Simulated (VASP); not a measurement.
# WSe2 in VASP: phonons with PBE+D3(BJ)

Aim: the phonons of WSe2 with PBE+D3(BJ).

Everything below comes from runs of VASP 6.6.1. Logs are shortened: lines on timing, memory, paths and dates and some standing lists are left out, and cuts for length are marked.

**1. The slab as given**

The cell holds a slab with vacuum, 12 atoms: a = 3.283 Å, b = 3.283 Å, c = 40.801 Å, α = 90.00°, β = 90.00°, γ = 120.00°.

**2. Phonons, PBE+D3(BJ)**

The input, POSCAR:

```
WSe2
1.0
    3.2827353054      0.0000000000      0.0000000000
   -1.6413676527      2.8429321700      0.0000000000
    0.0000000000      0.0000000000     40.8012600000
  Se              W
     8     4
Direct
     0.3333333300000021    0.6666666699999979    0.2234820448025146
     0.3333333300000021    0.6666666699999979    0.3061748722398659
     0.6666666699999979    0.3333333300000021    0.3801796220536944
     0.6666666699999979    0.3333333300000021    0.4628087800192041
     0.3333333300000021    0.6666666699999979    0.5371912199807959
     0.3333333300000021    0.6666666699999979    0.6198203779463056
     0.6666666699999979    0.3333333300000021    0.6938251277601341
     0.6666666699999979    0.3333333300000021    0.7765179551974853
     0.6666666699999979    0.3333333300000021    0.2648368619560371
     0.3333333300000021    0.6666666699999979    0.4214929909900644
     0.6666666699999979    0.3333333300000021    0.5785070090099356
     0.3333333300000021    0.6666666699999979    0.7351631380439628
```

The input, INCAR.step1:

```
ALGO = Normal ; EDIFF = 1E-8
EDIFFG = -0.002 ; ENCUT = 600
GGA = PE ; IBRION = 2
ISIF = 2 ; ISMEAR = 0
IVDW = 12 ; KPAR = 8
LASPH = T ; LATTICE_CONSTRAINTS = .TRUE. .TRUE. .FALSE.
LCHARG = F ; LREAL = F
LWAVE = F ; NELM = 80
NSW = 40 ; PREC = Accurate
SIGMA = 0.03
```

The input, INCAR.step2:

```
ALGO = Normal ; EDIFF = 1E-8
ENCUT = 600 ; GGA = PE
IBRION = 6 ; ISIF = 2
ISMEAR = 0 ; IVDW = 12
KPAR = 8 ; LASPH = T
LATTICE_CONSTRAINTS = .TRUE. .TRUE. .FALSE. ; LCHARG = F
LREAL = F ; LWAVE = F
NELM = 80 ; NFREE = 2
NSW = 1 ; POTIM = 0.015
PREC = Accurate ; SIGMA = 0.03
```

The input, KPOINTS:

```
k-points
0
Gamma
  12 12 1
```

Potentials or basis: VASP PAW PBE potentials, release 64 (Se, W_sv).

The run is started by

```sh
cat potpaw_PBE.64/Se/POTCAR potpaw_PBE.64/W_sv/POTCAR > POTCAR
cp INCAR.step1 INCAR
mpirun -np 8 vasp_std > vasp.out
cp CONTCAR POSCAR
cp INCAR.step2 INCAR
mpirun -np 8 vasp_std > vasp.out
```

OUTCAR:

```text
EDIFF = 1E-8
   ENCUT = 600
   GGA = PE
   IBRION = 6
   ISIF = 2
   ISMEAR = 0
   IVDW = 12
   LASPH = T
   LREAL = F
   NELM = 80
   NFREE = 2
   NSW = 1
   POTIM = 0.015
   PREC = Accurate
 IVDW          = 12

 ion  position               nearest neighbor table
   1  0.333  0.667  0.223-   9 2.54   9 2.54   9 2.54
   2  0.333  0.667  0.306-   9 2.54   9 2.54   9 2.54
   3  0.667  0.333  0.380-  10 2.54  10 2.54  10 2.54
   4  0.667  0.333  0.463-  10 2.54  10 2.54  10 2.54
   5  0.333  0.667  0.537-  11 2.54  11 2.54  11 2.54
   6  0.333  0.667  0.620-  11 2.54  11 2.54  11 2.54
   7  0.667  0.333  0.694-  12 2.54  12 2.54  12 2.54
   8  0.667  0.333  0.777-  12 2.54  12 2.54  12 2.54
   9  0.667  0.333  0.265-   2 2.54   2 2.54   2 2.54   1 2.54   1 2.54   1 2.54
  10  0.333  0.667  0.422-   4 2.54   4 2.54   4 2.54   3 2.54   3 2.54   3 2.54
  11  0.667  0.333  0.578-   5 2.54   5 2.54   5 2.54   6 2.54   6 2.54   6 2.54
  12  0.333  0.667  0.735-   7 2.54   7 2.54   7 2.54   8 2.54   8 2.54   8 2.54

  LATTYP: Found a hexagonal cell.
 ALAT       =     3.2827353054
 C/A-ratio  =    12.4290435275

  Lattice vectors:

 A1 = (   3.2827353054,   0.0000000000,   0.0000000000)
 A2 = (  -1.6413676527,   2.8429321700,   0.0000000000)
 A3 = (   0.0000000000,   0.0000000000,  40.8012600000)

Analysis of symmetry for initial positions (statically):
=====================================================================
 Subroutine PRICEL returns:
 Original cell was already a primitive cell.

 Routine SETGRP: Setting up the symmetry group for a
 hexagonal supercell.

 Subroutine GETGRP returns: Found 12 space group operations
 (whereof 12 operations were pure point group operations)
 out of a pool of 24 trial point group operations.

The static configuration has the point symmetry D_3d.

Analysis of symmetry for dynamics (positions and initial velocities):
=====================================================================
 Subroutine PRICEL returns:
 Original cell was already a primitive cell.

 Routine SETGRP: Setting up the symmetry group for a
 hexagonal supercell.

 Subroutine GETGRP returns: Found 12 space group operations
 (whereof 12 operations were pure point group operations)
 out of a pool of 24 trial point group operations.

The dynamic configuration has the point symmetry D_3d.

 Subroutine INISYM returns: Found 12 space group operations
 (whereof 12 operations are pure point group operations),
 and found     1 'primitive' translations

----------------------------------------------------------------------------------------

                                     Primitive cell

  volume of cell :     380.7816

  direct lattice vectors                    reciprocal lattice vectors
     3.282735305  0.000000000  0.000000000     0.304624012  0.175874755  0.000000000
    -1.641367653  2.842932170  0.000000000     0.000000000  0.351749511  0.000000000
     0.000000000  0.000000000 40.801260000     0.000000000  0.000000000  0.024509047

  length of vectors
     3.282735305  3.282735307 40.801260000     0.351749511  0.351749511  0.024509047

  position of ions in fractional coordinates (direct lattice)
     0.333333330  0.666666670  0.223397377
     0.333333330  0.666666670  0.306095552
     0.666666670  0.333333330  0.380305925
     0.666666670  0.333333330  0.462935016
     0.333333330  0.666666670  0.537064984
     0.333333330  0.666666670  0.619694075
     0.666666670  0.333333330  0.693904448
     0.666666670  0.333333330  0.776602623
     0.666666670  0.333333330  0.264754811
     0.333333330  0.666666670  0.421620924
     0.666666670  0.333333330  0.578379076
     0.333333330  0.666666670  0.735245189

  ion indices of the primitive-cell ions
   primitive index   ion index
                 1           1
                 2           2
                 3           3
                 4           4
                 5           5
                 6           6
                 7           7
                 8           8
                 9           9
                10          10
                11          11
                12          12

----------------------------------------------------------------------------------------

 KPOINTS: k-points

Automatic generation of k-mesh.
 Grid dimensions read from file:
 generate k-points for:   12   12    1

 Generating k-lattice:

  Cartesian coordinates                     Fractional coordinates (reciprocal lattice)
     0.025385334  0.014656230  0.000000000     0.083333333  0.000000000  0.000000000
     0.000000000  0.029312459  0.000000000     0.000000000  0.083333333  0.000000000
     0.000000000  0.000000000  0.024509047     0.000000000  0.000000000  1.000000000

  Length of vectors
     0.029312459  0.029312459  0.024509047

  Shift w.r.t. Gamma in fractional coordinates (k-lattice)
     0.000000000  0.000000000  0.000000000

 Subroutine IBZKPT returns following result:
 ===========================================

 Found     19 irreducible k-points:

 Following reciprocal coordinates:
            Coordinates               Weight
  0.000000  0.000000  0.000000      1.000000
  0.083333  0.000000  0.000000      6.000000
  0.166667  0.000000  0.000000      6.000000
  0.250000  0.000000  0.000000      6.000000
  0.333333  0.000000  0.000000      6.000000
  0.416667 -0.000000  0.000000      6.000000
[... 11 lines left out ...]
  0.333333  0.250000  0.000000     12.000000
  0.333333  0.333333  0.000000      2.000000
   k-points           NKPTS =     19   k-points in BZ     NKDIM =     19   number of bands    NBANDS=     62
   number of dos      NEDOS =    301   number of ions     NIONS =     12
   total plane-waves  NPLWV = 263424
   dimension x,y,z NGX =    28 NGY =   28 NGZ =  336
   dimension x,y,z NGXF=    56 NGYF=   56 NGZF=  672
   ions per type =               8   4
   NGX,Y,Z   is equivalent  to a cutoff of  14.18, 14.18, 13.69 a.u.
   NGXF,Y,Z  is equivalent  to a cutoff of  28.36, 28.36, 27.38 a.u.
 SYSTEM =  unknown system
   PREC   = accura    normal or accurate (medium, high low for compatibility)
   ISTART =      0    job   : 0-new  1-cont  2-samecut
   ICHARG =      2    charge: 1-file 2-atom 10-const
   ISPIN  =      1    spin polarized calculation?
   LNONCOLLINEAR =      F non collinear calculations
   LSORBIT =      F    spin-orbit coupling
   LASPH  =      T    aspherical Exc in radial PAW
   ENCUT  =  600.0 eV  44.10 Ry    6.64 a.u.   6.56  6.56 81.49*2*pi/ulx,y,z
   NELM   =     80;   NELMIN=  2; NELMDL=  0     # of ELM steps
   EDIFF  = 0.1E-07   stopping-criterion for ELM
   LREAL  =      F    real-space projection
   EDIFFG = 0.1E-06   stopping-criterion for IOM
   NSW    =    181    number of steps for IOM
   IBRION =      6    ionic relax: 0-MD 1-quasi-New 2-CG
   NFREE  =      2    steps in history (QN), initial steepest desc. (CG)
   ISIF   =      2    stress and relaxation
   ISYM   =      2    0-nonsym 1-usesym 2-fastsym
   POTIM  = 0.0150    time-step for ionic-motion
   TEBEG  =    0.0;   TEEND  =   0.0 temperature during run
   PSTRESS=    0.0 pullay stress
   NELECT =     104.0000    total number of electrons
   NUPDOWN=      -1.0000    fix difference up-down
   EMIN   =  10.00;   EMAX   =-10.00  energy-range for DOS
   EFERMI =   0.00;   METHOD = LEGACY
   ISMEAR =     0;   SIGMA  =   0.03  broadening in eV -4-tet -1-fermi 0-gaus
   EFERMI_NEDOS =   21; number of points for ismear=-14 and -15
   IALGO  =     38    algorithm
   IMIX   =      4    mixing-type and parameters
     AMIX     =   0.40;   BMIX     =  1.00
     AMIX_MAG =   1.60;   BMIX_MAG =  1.00
  volume/ion in A,a.u.               =      31.73       214.14
  Fermi-wavevector in a.u.,A,eV,Ry     =   1.062170  2.007210 15.350158  1.128205
  Thomas-Fermi vector in A             =   2.197611
   LORBIT       =      0    0 simple, 1 ext, 2 COOP (PROOUT), +10 PAW based schemes
   GGA     = PE    functional components
   LHFCALC =     F    Hartree Fock is set to
   AEXX    =    0.0000 exact exchange contribution
   IVDW    =    12    specifies the selected vdW correction
   LEPSILON=     F    determine dielectric tensor
   LRPA    =     F    only Hartree local field effects (RPA)
 finite differences with symmetry
 non-spin polarized calculation
 Gauss-broadening in eV      SIGMA  =   0.03
  energy-cutoff  :      600.00
  volume of cell :      380.78
 maximum number of plane-waves:     12871
 NGX is ok and might be reduce to    28
   NGX = 13   NGY = 13   NGZ =163

--------------------------------------- Ionic step        1  -------------------------------------------

 number of electron     104.0000001 magnetization

 Free energy of the ion-electron system (eV)
  ---------------------------------------------------
  ext. energy  EPLUGINS =         0.00000000
  ---------------------------------------------------
  free energy    TOTEN  =       -86.24545169 eV

  energy without entropy =      -86.24545169  energy(sigma->0) =      -86.24545169

------------------------ aborting loop because EDIFF is reached ----------------------------------------

 Edisp (eV)   -5.26241

 E8    (eV) :    -2.3826
[... 135 lines left out ...]
  FREE ENERGIE OF THE ION-ELECTRON SYSTEM (eV)
  ---------------------------------------------------
  free  energy   TOTEN  =       -91.5068712601 eV

  energy  without entropy=      -91.5068712601  energy(sigma->0) =      -91.50687126

[... ionic steps 4 to 22 ...]

--------------------------------------- Ionic step       23  -------------------------------------------

 number of electron     104.0000001 magnetization

------------------------ aborting loop because EDIFF is reached ----------------------------------------
[... 95 lines left out ...]
--------------------------------------- Ionic step       25  -------------------------------------------

 number of electron     104.0000000 magnetization

 Free energy of the ion-electron system (eV)
  ---------------------------------------------------
  ext. energy  EPLUGINS =         0.00000000
  ---------------------------------------------------
  free energy    TOTEN  =       -86.24223691 eV

  energy without entropy =      -86.24223691  energy(sigma->0) =      -86.24223691

 E-fermi :   2.4399     XC(G=0):  -7.0989

 val. band max:        2.2515533472   @ k =   0.0000   0.0000   0.0000
 cond. band min:       3.2658793569   @ k =   0.1667   0.1667   0.0000
 fundamental gap:      1.0143260097
 Fermi energy:         2.4399450334

 k-point     1 :       0.0000    0.0000    0.0000
  band No.  band energies     occupation
      1     -72.0624      2.00000
      2     -72.0577      2.00000
      3     -72.0491      2.00000
      4     -72.0321      2.00000
      5     -36.3093      2.00000
      6     -36.3041      2.00000
[... 1267 lines left out ...]
  FREE ENERGIE OF THE ION-ELECTRON SYSTEM (eV)
  ---------------------------------------------------
  free  energy   TOTEN  =       -91.5046307910 eV

  energy  without entropy=      -91.5046307910  energy(sigma->0) =      -91.50463079

 INTERNAL STRAIN TENSORS FROM DISPLACED ATOMS
 ============================================

 INTERNAL STRAIN TENSOR FOR ION    1 for displacements in x,y,z  (eV/Angst):
          X           Y           Z          XY          YZ          ZX
  --------------------------------------------------------------------------------
  x    -0.00000     0.00000     0.00000    -3.60025     0.00000    14.23180
  y    -3.60025     3.60025     0.00000     0.00000    14.23181     0.00000
  z    10.76204    10.76204    29.34809     0.00000    -0.00000     0.00000
[... 8 lines left out ...]
 INTERNAL STRAIN TENSOR FOR ION   12 for displacements in x,y,z  (eV/Angst):
          X           Y           Z          XY          YZ          ZX
  --------------------------------------------------------------------------------
  x     0.00000     0.00000     0.00000    -7.17365     0.00000    -0.26022
  y    -7.17365     7.17365     0.00000     0.00000    -0.26022     0.00000
  z    -0.04232    -0.04232    -0.25355    -0.00000    -0.00000     0.00000

 Eigenvectors and eigenvalues of the dynamical matrix
   1 f  =    9.146752 THz    57.470738 2PiTHz  305.102805 cm-1    37.827910 meV
   2 f  =    9.131644 THz    57.375809 2PiTHz  304.598842 cm-1    37.765426 meV
   3 f  =    9.113066 THz    57.259083 2PiTHz  303.979162 cm-1    37.688596 meV
   4 f  =    9.091045 THz    57.120717 2PiTHz  303.244604 cm-1    37.597522 meV
   5 f  =    7.486273 THz    47.037642 2PiTHz  249.715195 cm-1    30.960724 meV
   6 f  =    7.421949 THz    46.633479 2PiTHz  247.569560 cm-1    30.694700 meV
[... 25 lines left out ...]
  32 f  =    0.299297 THz     1.880538 2PiTHz    9.983470 cm-1     1.237792 meV
  33 f  =    0.299297 THz     1.880538 2PiTHz    9.983470 cm-1     1.237792 meV
  34 f/i=    0.000490 THz     0.003081 2PiTHz    0.016358 cm-1     0.002028 meV
  35 f/i=    0.000490 THz     0.003081 2PiTHz    0.016358 cm-1     0.002028 meV
  36 f/i=    0.000716 THz     0.004501 2PiTHz    0.023894 cm-1     0.002963 meV

 ELASTIC MODULI CONTR FROM IONIC RELAXATION (kBar)
 Direction    XX          YY          ZZ          XY          YZ          ZX
 --------------------------------------------------------------------------------
 XX        -275.6054   -175.2722   -617.1411      0.0000      2.4065      0.0000
 YY        -175.2722   -275.6054   -617.1411      0.0000     -2.4065     -0.0000
 ZZ        -617.1411   -617.1411  -1767.6884      0.0000      0.0000      0.0000
 XY           0.0000      0.0000      0.0000    -50.1666      0.0000      2.4065
 YZ           2.4065     -2.4065      0.0000      0.0000   -850.0633     -0.0000
 ZX           0.0000     -0.0000      0.0000      2.4065     -0.0000   -850.0620
 --------------------------------------------------------------------------------
```

Run time: 60 min. Hardware: 8 MPI ranks of AMD EPYC 9R45 (Zen 5), shared host; peak memory 2.5 GiB.

Results:

```yaml
Highest_phonon_frequency_at_Γ_LO-TO_splitting_left_out: 305 cm⁻¹
Dispersion_energy_per_atom: -0.439 eV
```

Phonon frequencies in cm⁻¹ (negative: imaginary):
```tsv
q point	frequencies
(0.000, 0.000, 0.000)	0 0 0 10 10 17 18 18 24 24 31 41 171 171 171 171 172 172 172 172 242 242 242 242 242 242 242 242 245 245 248 250 303 304 305 305
```

Spin-orbit coupling is left out, which matters for the levels of W.
